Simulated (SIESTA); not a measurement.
PtS2:

```
CELL_PARAMETERS angstrom
3.54320 0.00000 0.00000
-1.77160 3.06850 0.00000
0.00000 0.00000 5.03880
ATOMIC_POSITIONS crystal
Pt 0.00000 0.00000 0.00000
S 0.66667 0.33333 0.77300
S 0.33333 0.66667 0.22700
```

Base run:

- Program: SIESTA 5.4.2
- Functional: PBE
- Potentials or basis: PseudoDojo 0.4 standard (PBE files, fully relativistic)
- Basis: DZP (energy shift 0.003 Ry; two zetas on semicore shells)
- Grid cutoff: 800 Ry
- Energy shift: 0.003 Ry
- k mesh: 7 × 7 × 4
- Occupations: fermi-dirac, width 0.05 eV
- Spin: non-collinear spin, zero start, spin-orbit coupling
- Starting moments: [[0.0, 0.0, 0.0], [0.0, 0.0, 0.0], [0.0, 0.0, 0.0]] μB

Its results: band gap on the k mesh 0.78 eV, indirect (least direct gap 0.98 eV); pressure 13.1 GPa; net moment 0.00 μB per cell; largest force 1.860 eV/Å.

Task: The run is repeated on the same cell with these changes: functional from PBE to PBEsol; potentials or basis from PseudoDojo 0.4 standard (PBE files, fully relativistic) to PseudoDojo 0.4 standard (PBEsol files, fully relativistic). What comes out?

Result: Band gap on the k mesh 0.71 eV, indirect (least direct gap 0.91 eV); pressure 8.0 GPa; net moment 0.00 μB per cell; largest force 1.558 eV/Å.

Caveats: short orbitals over semicore shells can move pressures by several GPa; the basis of atomic orbitals isn't converged, which shifts pressures, moduli and gaps; forces of over 1 eV/Å show positions far from the minimum, so gaps and moduli don't describe the material at rest.

A k mesh can miss the band edges.

Not every run made on this cell is shown here.
